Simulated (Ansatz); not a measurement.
A run of Ansatz 0.2.0 is set up as follows.

File input.yaml:

```yaml
crystal:
  lattice:
    - [4.25517, 0.0, 0.0]
    - [0.0, 4.25517, 0.0]
    - [0.0, 0.0, 1.28229]
  atoms:
    - { symbol: C, position: [0.5, 0.5, 0.5] }
hamiltonian:
  xc: { exchange: r2scan, correlation: r2scan, exx: { coeff: 0.5 } }
  pseudopotentials: { kind: paw }
kpoints:
  mp_grid: { grid: [4, 4, 11] }
scf:
  occupations: { method: fermi_dirac, width: 0.05 }
output:
  forces: true
  stress: true
  eigenvalues: true
```

Potentials or basis: Ansatz PAW.

Launch:

```bash
$ ansatz run input.yaml --threads 2 --pin off --max-ram 5632MiB --backend cpu --events-out ev --progress --plain --runs-dir out
```

Predict the pressure.

-4.2 GPa.

Stress tensor (GPa, compression positive):
```
 -1.26   0.00   0.00
  0.00  -1.26   0.00
  0.00   0.00 -10.17
```

Caveat: the k mesh is coarse (spacing up to 0.45 Å⁻¹), so the values aren't converged, least of all with exact exchange; the PAW data sets come from PBE, with cores solved anew for the run's functional, which leaves a small shift of forces and pressure; the thresholds are loose for stress.
